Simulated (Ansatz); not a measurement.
The cell is COD entry 1538016, as deposited and not checked against the literature; nothing was relaxed. The listed cell was then made from it by scaling, straining or moving an atom.

An input for TaN: DFT, PBE, all-electron LAPW, scalar-relativistic (Ansatz 0.2.0).

Command: `ansatz run input.yaml --threads 1 --pin off --max-ram 3072MiB --backend cpu --events-out ev --progress --plain --runs-dir out` The run took 2.4 min on 1 thread of Intel(R) Xeon(R) 6975P-C (Granite Rapids), on a shared host, peak memory 1.7 GiB.

```yaml
crystal:
  lattice:
    - [2.9379988584, 0.0146899943, 0.0146899943]
    - [-1.456277521, 2.5370366506, 0.0053769111]
    - [0.014415, 0.014415, 2.883]
  atoms:
    - { symbol: Ta, position: [0.3333333333, 0.6666666667, 0.5] }
    - { symbol: "N", position: [0.0, 0.0, 0.0] }
kpoints:
  mp_grid: { grid: [12, 12, 10] }
  band_path:
    path:
      - [0.0, 0.0, 0.0]
      - [0.0, -0.5, 0.0]
      - [0.0, 0.0, 0.5]
      - [0.0, 0.0, 0.0]
      - [-0.5, 0.0, 0.0]
      - [-0.5, 0.5, -0.5]
      - [0.0, 0.0, 0.0]
      - [-0.5, 0.0, -0.5]
      - [-0.5, 0.5, 0.0]
    npoints: 5
scf:
  occupations: { method: fermi_dirac, width: 0.02 }
hamiltonian:
  xc: pbe
  pseudopotentials: { kind: all_electron, lapw: { basis_error: 0.0005 } }
output:
  forces: true
  stress: true
  eigenvalues: true
```

Set-up and iterations as logged by Ansatz (the results part is left out, to be predicted):

```
LAPW: plane waves up to 10.018 Å⁻¹, error target 5.0e-4 eV per atom; small_component_spin mean_spin; N in spheres of 0.941 Å, 7 of its electrons in bands, Dirac shells []; Ta in spheres of 1.274 Å, 43 of its electrons in bands, Dirac shells []
Engine: ansatz 0.2.0
Pseudopotentials: kind: all_electron
Pseudopotential: Ta, LAPW, valence charge 43, Koelling and Harmon's equation, gaussian nucleus
Pseudopotential: N, LAPW, valence charge 7, Koelling and Harmon's equation, gaussian nucleus
Functional definition: PBE
  parameter kappa = 0.804
  parameter beta = 0.06672455060314922
  exchange = pbe_x(kappa = kappa, mu = beta*pi^2/3)
  correlation = pbe_c(beta = beta)
Crystal: 2 atoms, lattice volume = 21.550 Å³
Basis set: ecut = 382.38324890494454 eV, 387 PW (Γ), exchange–correlation at level 2
Bands: 30, of which v1, the nominal top of the filled ones, is band 25 counted from 1 (24 counted from 0)
Symmetry: 1 space group operations
Space group: P1 (ITA 1), of the structure as read, at distance tolerance 2.8e-5 Å
k-points: 724 of 1440 (time reversal used)
Non-local potential: Ta, projectors of the file, none
Non-local potential: N, projectors of the file, none
Initial density: superposition of atomic densities (chi_scale 0.1, normalization cell, long waves kept (reshape's long-wave potential 0.00 eV rms))
Initial wavefunctions: plane waves of lowest kinetic energy (no species holds an atomic orbital)
Functional: x = pbe(κ = 0.804, μ = 0.2195149727645171), c = pbe(β = 0.06672455060314922)
iter 1 solved again at ethr=6.78e-3 eV; its pass at ethr=1.00e-1 eV (dr2=3.39e0 eV) is discarded
SCF iter   1: F=—  HF=-426062.861481 eV  |F-HF|=—  |Δ(HF+E_count)|=         —  Δρ=1.18e-1  dr2=3.39e0  ethr=6.78e-3  ⟨swp⟩=2.0  Hψ=138164  notcnv=0
SCF iter   2: F=—  HF=-426062.343266 eV  |F-HF|=—  |Δ(HF+E_count)|=   5.18e-1  Δρ=7.54e-2  dr2=1.50e0  ethr=6.77e-3  ⟨swp⟩=3.0  Hψ=65038  notcnv=0
iter 3 solved again at ethr=1.13e-4 eV; its pass at ethr=2.99e-3 eV (dr2=5.63e-2 eV) is discarded
SCF iter   3: F=—  HF=-426061.495560 eV  |F-HF|=—  |Δ(HF+E_count)|=   8.48e-1  Δρ=1.80e-2  dr2=5.64e-2  ethr=1.13e-4  ⟨swp⟩=2.0  Hψ=111925  notcnv=0
SCF iter   4: F=—  HF=-426061.499263 eV  |F-HF|=—  |Δ(HF+E_count)|=         —  Δρ=2.48e-3  dr2=1.67e-3  ethr=1.13e-4  ⟨swp⟩=2.0  Hψ=68780  notcnv=0
the basis was enlarged: its passes take 1.1 MiB over the memory plan, 1 of 1 planned eigensolver slots
SCF iter   5: F=—  HF=-426061.493963 eV  |F-HF|=—  |Δ(HF+E_count)|=   5.30e-3  Δρ=1.85e-3  dr2=1.01e-3  ethr=3.33e-6  ⟨swp⟩=2.0  Hψ=65177  notcnv=0
SCF iter   6: F=—  HF=-426061.493358 eV  |F-HF|=—  |Δ(HF+E_count)|=   6.05e-4  Δρ=4.41e-4  dr2=3.37e-5  ethr=2.01e-6  ⟨swp⟩=2.0  Hψ=65175  notcnv=0
SCF iter   7: F=—  HF=-426061.493352 eV  |F-HF|=—  |Δ(HF+E_count)|=   6.09e-6  Δρ=4.94e-5  dr2=4.70e-7  ethr=6.74e-8  ⟨swp⟩=2.0  Hψ=65186  notcnv=0
SCF iter   8: F=-426061.493352 eV  HF=-426061.493352 eV  |F-HF|=1.25e-8  |Δ(HF+E_count)|=   6.13e-8  Δρ=8.67e-6  dr2=1.42e-8  ethr=9.40e-10  ⟨swp⟩=3.0  Hψ=67110  notcnv=0
```

(1) What pressure will this run report?

(2) How large will the largest force be?

(3) Is there a band gap?

Answers

(1) 4.95 GPa (positive in compression).

(2) 0.014 eV/Å.

(3) None at this level of theory (metallic, semimetallic, or a small gap that the functional closes).
